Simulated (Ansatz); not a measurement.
# Bi, diamond: how the functional moves the structure

All rows: Ansatz, plane waves with scalar-relativistic PAW, 420 eV (500 eV for the SCAN forms), relaxed under each functional, no dispersion correction, no zero-point motion. B₀ comes from uniform scaling at fixed shape; a dash is a value not given.

```json
{"functional": "PBE", "V (Å³/atom)": "48.51", "cell": "a = 7.294 Å", "B₀ (GPa)": "29", "magnetic state": "spin not included", "ΔE to A7 rhombohedral (meV/atom)": "192"}
{"functional": "r²SCAN", "V (Å³/atom)": "47.37", "cell": "a = 7.237 Å", "B₀ (GPa)": "32", "magnetic state": "spin not included", "ΔE to A7 rhombohedral (meV/atom)": "244"}
{"functional": "PBEsol", "V (Å³/atom)": "46.10", "cell": "a = 7.171 Å", "B₀ (GPa)": "33", "magnetic state": "spin not included", "ΔE to A7 rhombohedral (meV/atom)": "270"}
{"functional": "LDA", "V (Å³/atom)": "44.91", "cell": "a = 7.109 Å", "B₀ (GPa)": "35", "magnetic state": "spin not included", "ΔE to A7 rhombohedral (meV/atom)": "290"}
{"functional": "revPBE", "V (Å³/atom)": "49.74", "cell": "a = 7.355 Å", "B₀ (GPa)": "27", "magnetic state": "spin not included", "ΔE to A7 rhombohedral (meV/atom)": "153"}
{"functional": "RPBE", "V (Å³/atom)": "50.26", "cell": "a = 7.381 Å", "B₀ (GPa)": "26", "magnetic state": "spin not included", "ΔE to A7 rhombohedral (meV/atom)": "139"}
{"functional": "BLYP", "V (Å³/atom)": "51.53", "cell": "a = 7.442 Å", "B₀ (GPa)": "25", "magnetic state": "spin not included", "ΔE to A7 rhombohedral (meV/atom)": "88"}
```

LDA gives the smallest volume and BLYP the largest.
